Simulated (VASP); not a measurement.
# Ba (P6/mmm) in VASP: notebook

Runs on Ba. Level: LDA. Tasks: single point.

Program: VASP 6.6.1. These are calculated values, not measurements. Logs are shortened: lines on timing, memory, paths and dates and some standing lists are left out, and cuts for length are marked.

**1. The structure**

Symmetry: P6/mmm, No. 191, hexagonal system. Conventional cell: a = 4.312 Å, b = 4.312 Å, c = 3.913 Å, α = 90.00°, β = 90.00°, γ = 120.00°. Around Ba (site symmetry 6/mmm) lie 8 Ba at 3.91 to 4.31 Å.

This isn't the form of Ba at room conditions, which is bcc.

**2. Single point, LDA**

The input, INCAR:

```
SYSTEM = Ba
ADDGRID = .False.
ALGO = Normal
EDIFF = 1E-6
ENCUT = 450
GGA = CA
ISIF = 2
ISMEAR = -1
LASPH = .True.
LCHARG = .False.
LREAL = .False.
LWAVE = .False.
NBANDS = 11
NELM = 100
PREC = Accurate
SIGMA = 0.4
```

The input, KPOINTS:

```
k-points
0
Gamma
  10 10 10
  0 0 0
```

The input, POSCAR:

```
Ba
1.0
    4.3404360000      0.0427450000      0.0778240000
   -2.1332000000      3.6827230000     -0.0419260000
    0.0706370000     -0.0031590000      3.9204320000
Ba
1
Direct
    0.0107920000      0.0146870000     -0.0229320000
```

Potentials or basis: VASP PAW LDA potentials, release 64 (Ba_sv).

The run is started by

```
$ cat potpaw_LDA.64/Ba_sv/POTCAR > POTCAR
$ mpirun -np 1 vasp_std > vasp.out
```

OUTCAR:

```text
SYSTEM = Ba
   EDIFF = 1E-6
   ENCUT = 450
   GGA = CA
   ISIF = 2
   ISMEAR = -1
   LASPH = .True.
   LREAL = .False.
   NELM = 100
   PREC = Accurate

 Found    504 irreducible k-points:

 Following reciprocal coordinates:
            Coordinates               Weight
  0.000000  0.000000  0.000000      1.000000
  0.100000  0.000000 -0.000000      2.000000
  0.200000  0.000000 -0.000000      2.000000
  0.300000 -0.000000  0.000000      2.000000
  0.400000 -0.000000 -0.000000      2.000000
  0.500000 -0.000000  0.000000      1.000000
   k-points           NKPTS =    504   k-points in BZ     NKDIM =    504   number of bands    NBANDS=     11
   number of dos      NEDOS =    301   number of ions     NIONS =      1
   total plane-waves  NPLWV =  25200
   dimension x,y,z NGX =    30 NGY =   30 NGZ =   28
   dimension x,y,z NGXF=    60 NGYF=   60 NGZF=   56
   ions per type =               1
   NGX,Y,Z   is equivalent  to a cutoff of  11.49, 11.72, 11.87 a.u.
   NGXF,Y,Z  is equivalent  to a cutoff of  22.98, 23.44, 23.74 a.u.
 SYSTEM =  Ba
   PREC   = accura    normal or accurate (medium, high low for compatibility)
   ISTART =      0    job   : 0-new  1-cont  2-samecut
   ICHARG =      2    charge: 1-file 2-atom 10-const
   ISPIN  =      1    spin polarized calculation?
   LNONCOLLINEAR =      F non collinear calculations
   LSORBIT =      F    spin-orbit coupling
   LASPH  =      T    aspherical Exc in radial PAW
   ENCUT  =  450.0 eV  33.07 Ry    5.75 a.u.   7.51  7.36  6.78*2*pi/ulx,y,z
   NELM   =    100;   NELMIN=  2; NELMDL= -5     # of ELM steps
   EDIFF  = 0.1E-05   stopping-criterion for ELM
   LREAL  =      F    real-space projection
   EDIFFG = 0.1E-04   stopping-criterion for IOM
   NSW    =      0    number of steps for IOM
   IBRION =     -1    ionic relax: 0-MD 1-quasi-New 2-CG
   NFREE  =      0    steps in history (QN), initial steepest desc. (CG)
   ISIF   =      2    stress and relaxation
   ISYM   =      2    0-nonsym 1-usesym 2-fastsym
   POTIM  = 0.5000    time-step for ionic-motion
   TEBEG  =    0.0;   TEEND  =   0.0 temperature during run
   PSTRESS=    0.0 pullay stress
   NELECT =      10.0000    total number of electrons
   NUPDOWN=      -1.0000    fix difference up-down
   EMIN   =  10.00;   EMAX   =-10.00  energy-range for DOS
   EFERMI =   0.00;   METHOD = LEGACY
   ISMEAR =    -1;   SIGMA  =   0.40  broadening in eV -4-tet -1-fermi 0-gaus
   EFERMI_NEDOS =   21; number of points for ismear=-14 and -15
   IALGO  =     38    algorithm
   IMIX   =      4    mixing-type and parameters
     AMIX     =   0.40;   BMIX     =  1.00
     AMIX_MAG =   1.60;   BMIX_MAG =  1.00
  volume/ion in A,a.u.               =      63.00       425.17
  Fermi-wavevector in a.u.,A,eV,Ry     =   0.886379  1.675014 10.689661  0.785668
  Thomas-Fermi vector in A             =   2.007537
   LORBIT       =      0    0 simple, 1 ext, 2 COOP (PROOUT), +10 PAW based schemes
   GGA     = CA    functional components
   LHFCALC =     F    Hartree Fock is set to
   AEXX    =    0.0000 exact exchange contribution
   IVDW    =     0    specifies the selected vdW correction
   LEPSILON=     F    determine dielectric tensor
   LRPA    =     F    only Hartree local field effects (RPA)
 non-spin polarized calculation
  energy-cutoff  :      450.00
  volume of cell :       63.00
 maximum number of plane-waves:      1386
   NGX = 15   NGY = 15   NGZ = 13

 number of electron      10.0000000 magnetization

 Free energy of the ion-electron system (eV)
  ---------------------------------------------------
  ext. energy  EPLUGINS =         0.00000000
  ---------------------------------------------------
  free energy    TOTEN  =        -2.48602127 eV

  energy without entropy =       -1.60570041  energy(sigma->0) =       -2.04586084

 E-fermi :   1.3246     XC(G=0):  -7.5829

 val. band max:        1.3208214626   @ k =   0.2000  -0.0000   0.5000
 cond. band min:       1.3375271446   @ k =   0.4000   0.2000   0.3000
 fundamental gap:      0.0167056820
 Fermi energy:         1.3245594385

 k-point     1 :       0.0000    0.0000    0.0000
  band No.  band energies     occupation
      1     -27.4437      2.00000
      2     -12.4031      2.00000
      3     -12.3837      2.00000
      4     -12.2978      2.00000
      5      -1.2623      1.99690
      6       1.5122      0.76967
      7       3.0150      0.02880
      8       3.2880      0.01466
      9       6.2946      0.00001
     10       6.3647      0.00001
     11       7.5545      0.00000

 k-point     2 :       0.1000    0.0000   -0.0000
  band No.  band energies     occupation
      1     -27.4399      2.00000
      2     -12.4529      2.00000
      3     -12.3940      2.00000
      4     -12.2931      2.00000
      5      -1.0960      1.99530
      6       1.5814      0.68957
      7       2.7880      0.05024
      8       3.4531      0.00972
      9       5.9732      0.00002
     10       6.3224      0.00001
     11       8.0334      0.00000

 k-point     3 :       0.2000    0.0000   -0.0000
  band No.  band energies     occupation
      1     -27.4299      2.00000
      2     -12.5800      2.00000
      3     -12.4209      2.00000
      4     -12.2807      2.00000
      5      -0.6488      1.98570
      6       1.7387      0.52409
      7       2.3771      0.13430
      8       3.9369      0.00291
      9       5.3817      0.00008
     10       6.2194      0.00001
     11       8.6093      0.00000

 k-point     4 :       0.3000   -0.0000    0.0000
  band No.  band energies     occupation
      1     -27.4175      2.00000
      2     -12.7307      2.00000
      3     -12.4536      2.00000
      4     -12.2651      2.00000
      5      -0.0782      1.94177
      6       1.7283      0.53424
      7       2.2894      0.16452
      8       4.6940      0.00044
      9       4.8670      0.00028
     10       6.1002      0.00001
     11       7.7659      0.00000

 k-point     5 :       0.4000   -0.0000   -0.0000
  band No.  band energies     occupation
      1     -27.4073      2.00000
      2     -12.8479      2.00000
      3     -12.4798      2.00000
      4     -12.2524      2.00000
      5       0.3497      1.83923
      6       1.6948      0.56766
      7       2.4189      0.12179
      8       4.5305      0.00066
      9       5.6216      0.00004
     10       6.0100      0.00002
     11       7.3501      0.00000

 k-point     6 :       0.5000   -0.0000    0.0000
  band No.  band energies     occupation
      1     -27.4035      2.00000
      2     -12.8916      2.00000
      3     -12.4898      2.00000
      4     -12.2476      2.00000
      5       0.4713      1.78815
      6       1.7834      0.48200
      7       2.4328      0.11786
      8       4.4143      0.00088
      9       5.9728      0.00002
     10       6.2442      0.00001
     11       7.3395      0.00000

 [... further k-points ...]

------------------------ aborting loop because EDIFF is reached ----------------------------------------

  FORCE on cell =-STRESS in cart. coord.  units (eV):
  Direction    XX          YY          ZZ          XY          YZ          ZX
  --------------------------------------------------------------------------------------
  -------------------------------------------------------------------------------------
  Total       -0.4270686     -0.3534760     -0.0368122     -0.0515170     -0.0027292      0.0609875
  in kB      -10.8603120     -8.9888586     -0.9361294     -1.3100717     -0.0694022      1.5509054
  external PRESSURE =      -6.9284333 kB  Pullay stress =       0.0000000 kB

 VOLUME and BASIS-vectors are now :
 -----------------------------------------------------------------------------
  energy-cutoff  :      450.00
  volume of cell :       63.00
      direct lattice vectors                 reciprocal lattice vectors
     4.340436000  0.042745000  0.077824000     0.229156949  0.132692299 -0.004021951
    -2.133200000  3.682723000 -0.041926000    -0.002663728  0.269998278  0.000265553
     0.070637000 -0.003159000  3.920432000    -0.004577452  0.000253366  0.255156610

 POSITION                                       TOTAL-FORCE (eV/Angst)
 -----------------------------------------------------------------------------------
      0.08453      0.05146      3.83075         0.000000     -0.000000      0.000000
 -----------------------------------------------------------------------------------
    total drift:                               -0.000002     -0.000001     -0.000005

  FREE ENERGIE OF THE ION-ELECTRON SYSTEM (eV)
  ---------------------------------------------------
  free  energy   TOTEN  =        -2.4860212657 eV

  energy  without entropy=       -1.6057004123  energy(sigma->0) =       -2.04586084
```

Wall time 73 s (1 thread of Intel Xeon 6975P-C (Granite Rapids), shared host); peak memory 0.37 GiB.

The run converged, but some of its settings lie outside the range that counts as converged, so its numbers aren't taken as properties of the crystal.

Results:

* Free energy: -2.4860 eV
* Pressure: -0.7 GPa
* Band gap on the k mesh: none (metal or under the smearing width)

**3. Single point, LDA**

INCAR: that of step 2 with these lines changed.

```diff
@@ -15,2 +15,2 @@
 PREC = Accurate
-SIGMA = 0.4
+SIGMA = 0.1
```

KPOINTS is that of step 2.

The input, POSCAR:

```
Ba
1.0
    4.3116136979      0.0000000000      0.0000000000
   -2.1558068490      3.7339669937      0.0000000000
    0.0000000000      0.0000000000      3.9134133000
Ba
1
Direct
    0.0000000000      0.0000000000      0.0000000000
```

Potentials or basis: VASP PAW LDA potentials, release 64 (Ba_sv).

The run is started by

```
$ cat potpaw_LDA.64/Ba_sv/POTCAR > POTCAR
$ mpirun -np 1 vasp_std > vasp.out
```

OUTCAR:

```text
SYSTEM = Ba
   EDIFF = 1E-6
   ENCUT = 450
   GGA = CA
   ISIF = 2
   ISMEAR = -1
   LASPH = .True.
   LREAL = .False.
   NELM = 100
   PREC = Accurate

 Found     84 irreducible k-points:

 Following reciprocal coordinates:
            Coordinates               Weight
  0.000000  0.000000  0.000000      1.000000
  0.100000  0.000000  0.000000      6.000000
  0.200000  0.000000  0.000000      6.000000
  0.300000  0.000000  0.000000      6.000000
  0.400000  0.000000  0.000000      6.000000
  0.500000  0.000000  0.000000      3.000000
[... 160 lines left out ...]
------------------------ aborting loop because EDIFF is reached ----------------------------------------

  FORCE on cell =-STRESS in cart. coord.  units (eV):
  Direction    XX          YY          ZZ          XY          YZ          ZX
  --------------------------------------------------------------------------------------
  -------------------------------------------------------------------------------------
  Total       -0.6079986     -0.6079986     -0.2863974      0.0000000      0.0000000     -0.0000000
  in kB      -15.4613405    -15.4613405     -7.2830545      0.0000000      0.0000000     -0.0000000
  external PRESSURE =     -12.7352452 kB  Pullay stress =       0.0000000 kB

 VOLUME and BASIS-vectors are now :
 -----------------------------------------------------------------------------
  energy-cutoff  :      450.00
  volume of cell :       63.00
      direct lattice vectors                 reciprocal lattice vectors
     4.311613698  0.000000000  0.000000000     0.231931724  0.133905844  0.000000000
    -2.155806849  3.733966994  0.000000000     0.000000000  0.267811687  0.000000000
     0.000000000  0.000000000  3.913413300     0.000000000  0.000000000  0.255531405

 POSITION                                       TOTAL-FORCE (eV/Angst)
 -----------------------------------------------------------------------------------
      0.00000      0.00000      0.00000         0.000000      0.000000      0.000000
 -----------------------------------------------------------------------------------
    total drift:                                0.000000      0.000000     -0.000000

  FREE ENERGIE OF THE ION-ELECTRON SYSTEM (eV)
  ---------------------------------------------------
  free  energy   TOTEN  =        -2.0575917734 eV

  energy  without entropy=       -2.0109587444  energy(sigma->0) =       -2.03427526
```

Wall time 13 s (1 thread of Intel Xeon 6975P-C (Granite Rapids), shared host); peak memory 0.17 GiB.

The run converged, but some of its settings lie outside the range that counts as converged, so its numbers aren't taken as properties of the crystal.

Results:

| Property | Result |
| --- | --- |
| Free energy | -2.0576 eV |
| Pressure | -1.3 GPa |
| Band gap on the k mesh | none (metal or under the smearing width) |

**4. Single point, LDA**

INCAR is that of step 3.

KPOINTS is that of step 3.

The input, POSCAR:

```
Ba
1.0
    4.3404360000      0.0427450000      0.0778240000
   -2.1332000000      3.6827230000     -0.0419260000
    0.0706370000     -0.0031590000      3.9204320000
Ba
1
Direct
    0.0107920000      0.0146870000     -0.0229320000
```

The run is started by

```
$ cat potpaw_LDA.64/Ba_sv/POTCAR > POTCAR
$ mpirun -np 1 vasp_std > vasp.out
```

Run time: 73 s. Hardware: 1 thread of Intel Xeon 6975P-C (Granite Rapids), shared host; peak memory 0.36 GiB.

The run converged, but some of its settings lie outside the range that counts as converged, so its numbers aren't taken as properties of the crystal.

Results:

```
Free energy            : -2.0581 eV
Pressure               : -1.3 GPa
Band gap on the k mesh : none (metal or under the smearing width)
```

**5. Single point, LDA**

INCAR: that of step 4 with these lines changed.

```diff
@@ -15,2 +15,2 @@
 PREC = Accurate
-SIGMA = 0.1
+SIGMA = 0.05
```

KPOINTS is that of step 4.

The input, POSCAR:

```
Ba
1.0
    4.3116136979      0.0000000000      0.0000000000
   -2.1558068490      3.7339669937      0.0000000000
    0.0000000000      0.0000000000      3.9134133000
Ba
1
Direct
    0.0000000000      0.0000000000      0.0000000000
```

Potentials or basis: VASP PAW LDA potentials, release 64 (Ba_sv).

The run is started by

```
$ cat potpaw_LDA.64/Ba_sv/POTCAR > POTCAR
$ mpirun -np 1 vasp_std > vasp.out
```

OUTCAR:

```text
SYSTEM = Ba
   EDIFF = 1E-6
   ENCUT = 450
   GGA = CA
   ISIF = 2
   ISMEAR = -1
   LASPH = .True.
   LREAL = .False.
   NELM = 100
   PREC = Accurate

 Found     84 irreducible k-points:

 Following reciprocal coordinates:
            Coordinates               Weight
  0.000000  0.000000  0.000000      1.000000
  0.100000  0.000000  0.000000      6.000000
  0.200000  0.000000  0.000000      6.000000
  0.300000  0.000000  0.000000      6.000000
  0.400000  0.000000  0.000000      6.000000
  0.500000  0.000000  0.000000      3.000000
[... 160 lines left out ...]
------------------------ aborting loop because EDIFF is reached ----------------------------------------

  FORCE on cell =-STRESS in cart. coord.  units (eV):
  Direction    XX          YY          ZZ          XY          YZ          ZX
  --------------------------------------------------------------------------------------
  -------------------------------------------------------------------------------------
  Total       -0.6189069     -0.6189069     -0.3026139      0.0000000      0.0000000     -0.0000000
  in kB      -15.7387363    -15.7387363     -7.6954398      0.0000000      0.0000000     -0.0000000
  external PRESSURE =     -13.0576375 kB  Pullay stress =       0.0000000 kB

 VOLUME and BASIS-vectors are now :
 -----------------------------------------------------------------------------
  energy-cutoff  :      450.00
  volume of cell :       63.00
      direct lattice vectors                 reciprocal lattice vectors
     4.311613698  0.000000000  0.000000000     0.231931724  0.133905844  0.000000000
    -2.155806849  3.733966994  0.000000000     0.000000000  0.267811687  0.000000000
     0.000000000  0.000000000  3.913413300     0.000000000  0.000000000  0.255531405

 POSITION                                       TOTAL-FORCE (eV/Angst)
 -----------------------------------------------------------------------------------
      0.00000      0.00000      0.00000         0.000000      0.000000      0.000000
 -----------------------------------------------------------------------------------
    total drift:                                0.000000      0.000000     -0.000000

  FREE ENERGIE OF THE ION-ELECTRON SYSTEM (eV)
  ---------------------------------------------------
  free  energy   TOTEN  =        -2.0421998653 eV

  energy  without entropy=       -2.0336319576  energy(sigma->0) =       -2.03791591
```

Wall time 13 s (1 thread of Intel Xeon 6975P-C (Granite Rapids), shared host); peak memory 0.17 GiB.

These settings aren't checked as converged: the numbers below hold their error.

Results:

| Item | Value |
| --- | --- |
| Free energy | -2.0422 eV |
| Pressure | -1.3 GPa |
| Band gap on the k mesh | none (metal or under the smearing width) |
